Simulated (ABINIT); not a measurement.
# Ge (Imma) in ABINIT: single point with PBE

Aim: the single point of Ge with PBE.

Everything below comes from runs of ABINIT 10.8.3 (patched build). Logs are shortened: lines on timing, memory, paths and dates and some standing lists are left out, and cuts for length are marked. The log counts tension as positive stress, the text compression.

## 1. The crystal as given

It takes space group Imma (No. 74, orthorhombic). The conventional cell has a = 4.992 Å, b = 5.302 Å, c = 2.874 Å, α = 90.00°, β = 90.00°, γ = 90.00°. Around Ge (site symmetry mm2) lie 6 Ge at 2.68 to 2.87 Å.

This isn't the form of Ge at room conditions, which is diamond.

## 2. Single point, PBE

The input, run.abi:

```
# Pseudopotentials
pp_dirpath "./"
pseudos "Ge.upf"

# Structure
acell 3*1.0 Angstrom
rprim
    -2.4958980000     2.6508630000     1.4369470000
     2.4958980000    -2.6508630000     1.4369470000
     2.4958980000     2.6508630000    -1.4369470000
ntypat 1
znucl 32
natom 2
typat 1 1
xred
     0.3140570000     0.0640570000     0.2500000000
     0.6859430000     0.9359430000     0.7500000000
chkprim 0
chksymtnons 0
tolsym 1.0e-6

# Plane-wave basis
ecut 35.0

# k points
kptopt 1
ngkpt 8 8 8
nshiftk 1
shiftk 0.0 0.0 0.0

# Exchange and correlation
ixc 11

# Bands and occupations
nband 18
occopt 3
tsmear 0.05 eV

# SCF cycle
nstep 100
tolvrs 1.0e-10

# Output
iomode 3
prtwf 0
prtden 0
prteig 0
prtebands 0
enunit 1
```

Potentials or basis: PseudoDojo NC SR PBE v0.4.1 standard.

Command:

```bash
$ mpirun --bind-to none -np 4 abinit run.abi > log 2>&1
```

run.abo:

```text
.Version 10.8.3 of ABINIT
 Symmetries : space group Im m a (# 74); Bravais oI (body-center ortho.)
================================================================================
 Values of the parameters that define the memory need of the present run
     intxc =       0    ionmov =       0      iscf =       7    lmnmax =       6
     lnmax =       6     mgfft =      40  mpssoang =       3    mqgrid =    3001
     natom =       2  nloc_mem =       1    nspden =       1   nspinor =       1
    nsppol =       1      nsym =       8    n1xccc =    2501    ntypat =       1
    occopt =       3   xclevel =       2
       mpw =        2558          nfft =       64000          nkpt =          95
================================================================================
================================================================================

--------------------------------------------------------------------------------
------------- Echo of variables that govern the present computation ------------
--------------------------------------------------------------------------------
 -outvars: echo values of preprocessed input variables --------
            acell      1.8897261259E+00  1.8897261259E+00  1.8897261259E+00 Bohr
              amu      7.26100000E+01
          chkprim           0
      chksymtnons           0
             ecut      3.50000000E+01 Hartree
           enunit           1
                       outvar_i_n : Printing only first  50 k-points.
              ixc          11
                       outvar_i_n : Printing only first  50 k-points.
         kptrlatt        8    0    0      0    8    0      0    0    8
          kptrlen      4.34469806E+01
            natom           2
            nband          18
            ngfft          40      40      40
             nkpt          95
            nstep         100
             nsym           8
           ntypat           1
                       prtocc : prtvol=0, do not print more k-points.
           occopt           3
           prtden           0
        prtebands           0
           prteig           0
            prtwf           0
            rprim     -2.4958980000E+00  2.6508630000E+00  1.4369470000E+00
                       2.4958980000E+00 -2.6508630000E+00  1.4369470000E+00
                       2.4958980000E+00  2.6508630000E+00 -1.4369470000E+00
          spgroup          74
           tolsym      1.00000000E-06
           tolvrs      1.00000000E-10
           tsmear      1.83746611E-03 Hartree
            typat      1  1
                       outvars : Printing only first  50 k-points.
           xangst      2.1049226685E-17  1.3254315000E+00  1.8409302796E-01
                       2.4958980000E+00  1.3254315000E+00  1.2528539720E+00
            xcart      3.9777273597E-17  2.5047025337E+00  3.4788540453E-01
                       4.7165636582E+00  2.5047025337E+00  2.3675508829E+00
             xred      3.1405700000E-01  6.4057000000E-02  2.5000000000E-01
                       6.8594300000E-01  9.3594300000E-01  7.5000000000E-01
            znucl       32.00000

================================================================================

 chkinp: Checking input parameters for consistency.

================================================================================
== DATASET  1 ==================================================================

--- !DatasetInfo
iteration_state: {dtset: 1, }
dimensions: {natom: 2, nkpt: 95, mband: 18, nsppol: 1, nspinor: 1, nspden: 1, mpw: 2558, }
cutoff_energies: {ecut:  35.0, pawecutdg:  -1.0, }
electrons: {nelect:   2.80000000E+01, charge:   0.00000000E+00, occopt:   3.00000000E+00, tsmear:   1.83746611E-03, }
meta: {optdriver: 0, ionmov: 0, optcell: 0, iscf: 7, paral_kgb: 0, }
...

 Exchange-correlation functional for the present dataset will be:
  GGA: Perdew-Burke-Ernzerhof functional - ixc=11
  J.P.Perdew, K.Burke, M.Ernzerhof, PRL 77, 3865 (1996)

 Real(R)+Recip(G) space primitive vectors, cartesian coordinates (Bohr,Bohr^-1):
 R(1)= -4.7165637  5.0094051  2.7154363  G(1)=  0.0000000  0.0998123  0.1841325
 R(2)=  4.7165637 -5.0094051  2.7154363  G(2)=  0.1060094  0.0000000  0.1841325
 R(3)=  4.7165637  5.0094051 -2.7154363  G(3)=  0.1060094  0.0998123  0.0000000
 Unit cell volume ucvol=  2.5663238E+02 bohr^3
 Angles (23,13,12)=  1.00767417E+02  9.47444139E+01  1.36925499E+02 degrees

 getcut: wavevector=  0.0000  0.0000  0.0000  ngfft=  40  40  40
         ecut(hartree)=     35.000   => boxcut(ratio)=   2.03196

--- Pseudopotential description ------------------------------------------------
- pspini: atom type   1  psp file is ./Ge.upf
12 -101130 2 -1 1560                          pspcod,pspxc,lmax,lloc,mmax
     nproj     2     2     2

   1.73103769E+03                                ecore*ucvol(ha*bohr**3)
--------------------------------------------------------------------------------

================================================================================

--- !BeginCycle
iteration_state: {dtset: 1, }
solver: {iscf: 7, nstep: 100, nline: 4, wfoptalg: 0, }
tolerances: {tolvrs: 1.00E-10, }
...

     iter   Etot(hartree)      deltaE(h)  residm     vres2
 ETOT  1  -177.34213759115    -1.773E+02 1.242E+00 3.917E+01
 ETOT  2  -178.61884234084    -1.277E+00 4.479E-02 2.921E+01
 ETOT  3  -178.62396542311    -5.123E-03 1.645E-02 3.721E+00
 ETOT  4  -178.62454868900    -5.833E-04 3.046E-03 3.560E-01
 ETOT  5  -178.62461003471    -6.135E-05 7.451E-04 2.548E-03
 ETOT  6  -178.62461047565    -4.409E-07 6.910E-04 4.346E-04
 ETOT  7  -178.62461055181    -7.616E-08 1.031E-03 9.707E-06
 ETOT  8  -178.62461055342    -1.612E-09 6.326E-04 2.244E-07
 ETOT  9  -178.62461055346    -3.558E-11 6.089E-04 1.066E-08
 ETOT 10  -178.62461055346    -2.274E-12 2.861E-04 9.855E-13

 At SCF step   10       vres2   =  9.86E-13 < tolvrs=  1.00E-10 =>converged.

 Cartesian components of stress tensor (hartree/bohr^3)
  sigma(1 1)=  5.79559421E-05  sigma(3 2)=  0.00000000E+00
  sigma(2 2)=  5.41020824E-05  sigma(3 1)=  0.00000000E+00
  sigma(3 3)=  8.39153634E-06  sigma(2 1)=  0.00000000E+00

--- !ResultsGS
iteration_state: {dtset: 1, }
comment   : Summary of ground state results
lattice_vectors:
- [ -4.7165637,   5.0094051,   2.7154363, ]
- [  4.7165637,  -5.0094051,   2.7154363, ]
- [  4.7165637,   5.0094051,  -2.7154363, ]
lattice_lengths: [   7.39687,    7.39687,    7.39687, ]
lattice_angles: [100.767,  94.744, 136.925, ] # degrees, (23, 13, 12)
lattice_volume:   2.5663238E+02
convergence: {deltae: -2.274E-12, res2:  9.855E-13, residm:  2.861E-04, diffor: null, }
etotal    :  -1.78624611E+02
entropy   :   0.00000000E+00
fermie    :   1.97280488E-01
cartesian_stress_tensor: # hartree/bohr^3
- [  5.79559421E-05,   0.00000000E+00,   0.00000000E+00, ]
- [  0.00000000E+00,   5.41020824E-05,   0.00000000E+00, ]
- [  0.00000000E+00,   0.00000000E+00,   8.39153634E-06, ]
pressure_GPa:  -1.1812E+00
xred      :
- [  3.1406E-01,   6.4057E-02,   2.5000E-01, Ge]
- [  6.8594E-01,   9.3594E-01,   7.5000E-01, Ge]
cartesian_forces: # hartree/bohr
- [  1.43159390E-21,   1.55880432E-21,   3.21405207E-04, ]
- [ -1.43159390E-21,  -1.55880432E-21,  -3.21405207E-04, ]
force_length_stats: {min:   3.21405207E-04, max:   3.21405207E-04, mean:   3.21405207E-04, }
...

 Integrated electronic density in atomic spheres:
 ------------------------------------------------
 Atom  Sphere_radius  Integrated_density
    1        2.00000         11.47935372
    2        2.00000         11.47935372
================================================================================

 ----iterations are completed or convergence reached----

 Mean square residual over all n,k,spin=   26.787E-08; max=  28.612E-05
 reduced coordinates (array xred) for    2 atoms
       0.314057000000      0.064057000000      0.250000000000
       0.685943000000      0.935943000000      0.750000000000
 rms dE/dt=  8.7276E-04; max dE/dt=  8.7276E-04; dE/dt below (all hartree)
    1      -0.000872755361     -0.000872755361      0.000872755361
    2       0.000872755361      0.000872755361     -0.000872755361

 cartesian coordinates (angstrom) at end:
    1      0.00000000000000     1.32543150000000     0.18409302795800
    2      2.49589800000000     1.32543150000000     1.25285397204200

 cartesian forces (hartree/bohr) at end:
    1      0.00000000000000     0.00000000000000     0.00032140520672
    2     -0.00000000000000    -0.00000000000000    -0.00032140520672
 frms,max,avg= 1.8556338E-04 3.2140521E-04   0.000E+00  0.000E+00  0.000E+00 h/b

 cartesian forces (eV/Angstrom) at end:
    1      0.00000000000000     0.00000000000000     0.01652732023836
    2     -0.00000000000000    -0.00000000000000    -0.01652732023836
 frms,max,avg= 9.5420528E-03 1.6527320E-02   0.000E+00  0.000E+00  0.000E+00 e/A
 length scales=  1.889726125908  1.889726125908  1.889726125908 bohr
              =  1.000000000000  1.000000000000  1.000000000000 angstroms
 Fermi (or HOMO) energy (eV) =   5.36828   Average Vxc (eV)= -11.33797
 Eigenvalues (   eV  ) for nkpt=  95  k points:
 kpt#   1, nband= 18, wtk=  0.00195, kpt=  0.0000  0.0000  0.0000 (reduced coord)
 -19.38998  -19.31231  -19.30875  -19.30721  -19.27220  -19.23892  -19.17622  -19.17608
 -19.15197  -19.08044   -7.68864    1.59155    3.06511    3.51269    8.87448   12.37615
  12.58946   13.33915
 prteigrs : prtvol=0 or 1, do not print more k-points.

--- !EnergyTerms
iteration_state     : {dtset: 1, }
comment             : Components of total free energy in Hartree
kinetic             :  1.34118048140689E+02
hartree             :  4.56103901143207E+01
xc                  : -4.36364953453948E+01
Ewald energy        : -1.11105025059236E+02
psp_core            :  6.74520361447093E+00
local_psp           : -1.16031587444706E+02
non_local_psp       : -9.43248630958123E+01
internal            : -1.78624329075668E+02
'-kT*entropy'       : -2.81477793260017E-04
total_energy        : -1.78624610553462E+02
total_energy_eV     : -4.86062327080818E+03
band_energy         : -1.41201064913201E+01
...

 Cartesian components of stress tensor (hartree/bohr^3)
  sigma(1 1)=  5.79559421E-05  sigma(3 2)=  0.00000000E+00
  sigma(2 2)=  5.41020824E-05  sigma(3 1)=  0.00000000E+00
  sigma(3 3)=  8.39153634E-06  sigma(2 1)=  0.00000000E+00

-Cartesian components of stress tensor (GPa)         [Pressure= -1.1812E+00 GPa]
- sigma(1 1)=  1.70512269E+00  sigma(3 2)=  0.00000000E+00
- sigma(2 2)=  1.59173822E+00  sigma(3 1)=  0.00000000E+00
- sigma(3 3)=  2.46887523E-01  sigma(2 1)=  0.00000000E+00

== END DATASET(S) ==============================================================
================================================================================

 -outvars: echo values of variables after computation  --------
            acell      1.8897261259E+00  1.8897261259E+00  1.8897261259E+00 Bohr
           etotal     -1.7862461055E+02
            fcart      1.4315939035E-21  1.5588043247E-21  3.2140520672E-04
                      -1.4315939035E-21 -1.5588043247E-21 -3.2140520672E-04
            rprim     -2.4958980000E+00  2.6508630000E+00  1.4369470000E+00
                       2.4958980000E+00 -2.6508630000E+00  1.4369470000E+00
                       2.4958980000E+00  2.6508630000E+00 -1.4369470000E+00
           strten      5.7955942116E-05  5.4102082433E-05  8.3915363382E-06
                       0.0000000000E+00  0.0000000000E+00  0.0000000000E+00
           xangst      2.1049226685E-17  1.3254315000E+00  1.8409302796E-01
                       2.4958980000E+00  1.3254315000E+00  1.2528539720E+00
             xred      3.1405700000E-01  6.4057000000E-02  2.5000000000E-01
                       6.8594300000E-01  9.3594300000E-01  7.5000000000E-01
 Calculation completed.
```

It took 31 s on 4 MPI ranks of Arm Neoverse V2, shared host; peak memory 0.32 GiB.

Results:

* Free energy: -4860.6233 eV
* Largest force: 0.017 eV/Å
* Band gap on the k mesh: none (metal or under the smearing width)
* Valence electrons inside the program's atomic spheres: Ge 11.48 (radii [1.0584] Å)

Forces in eV/Å, atoms in the order of the input:
```
Ge   0.000  0.000  0.017
Ge   0.000  0.000 -0.017
```

Caveat: the cutoff is too short for stress, so the log's stress isn't used.
